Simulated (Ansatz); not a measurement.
**GaN: the cell at several levels of theory**

One table from this session's results is given with a row withheld; the runs are named, their logs left out.

Code: Ansatz 0.2.0. PAW datasets, plane waves, zero pressure. Computed, not measured; no magnetism was allowed, and the structure may never have been made.

### Starting point

This is the cell as the run starts from it, not yet at rest; its lengths are not the crystal's.

It is hexagonal, P6_3/mmc (No. 194); a = 2.745 Å, c = 4.474 Å in the conventional setting, 7.30 Å³ an atom. Ga has 6 N at 1.94 Å; N has 6 Ga at 1.94 Å.

The structure in full:

```xyz
4
Lattice="2.7448 0.0000 0.0000 -1.3724 2.3770 0.0000 0.0000 0.0000 4.4740" Properties=species:S:1:pos:R:3 pbc="T T T"
Ga    0.0000    0.0000    0.0000
Ga    0.0000    0.0000    2.2370
N     0.0000    1.5847    1.1185
N     1.3724    0.7923    3.3555
```

The first run:

input.yaml reads:

```yaml
crystal:
  lattice:
    - [2.74477791, 0.0, 0.0]
    - [-1.372388955, 2.3770473978, 0.0]
    - [0.0, 0.0, 4.4739879933]
  atoms:
    - { symbol: Ga, position: [0.0, 0.0, 0.0] }
    - { symbol: Ga, position: [0.0, 0.0, 0.5] }
    - { symbol: "N", position: [0.3333333333, 0.6666666667, 0.25] }
    - { symbol: "N", position: [0.6666666667, 0.3333333333, 0.75] }
kpoints:
  mp_grid: { grid: [12, 12, 6] }
hamiltonian:
  xc: pbe
scf:
  occupations: { method: fermi_dirac, width: 0.02 }
relax:
  f_tol: 0.005
  cell: {}
```

Among the steps run: Relaxation with PBE; Relaxation with r2SCAN; Relaxing with PBEsol; LDA: cell and atoms; Relaxing with HSE06.

One table of the session follows, with a row left open; its other results are not shown here.

It belongs to the step «The cells side by side». 

```
 level  a (Å)  c (Å)  volume (Å³/atom)
   PBE  3.005  5.095             9.963
r2SCAN      ?      ?                 ?
PBEsol  2.969  5.041             9.619
   LDA  2.942  4.993             9.355
 HSE06  2.958  5.032             9.534
```

Estimate the missing values for r2SCAN.

As computed: a (Å): 2.967; c (Å): 5.033; volume (Å³/atom): 9.594. In the column «a (Å)» it lies between HSE06 (2.958) and PBEsol (2.969).

The first relaxation changed the volume by +36.5 % from the start. LDA gives the smallest cell and PBE the largest; they differ by 6.5 % in volume, a mean of 2.1 % in length. The meshes differ: PBE 12×12×6, r2SCAN 12×12×4, PBEsol 12×12×4, LDA 12×12×4, HSE06 6×6×4.
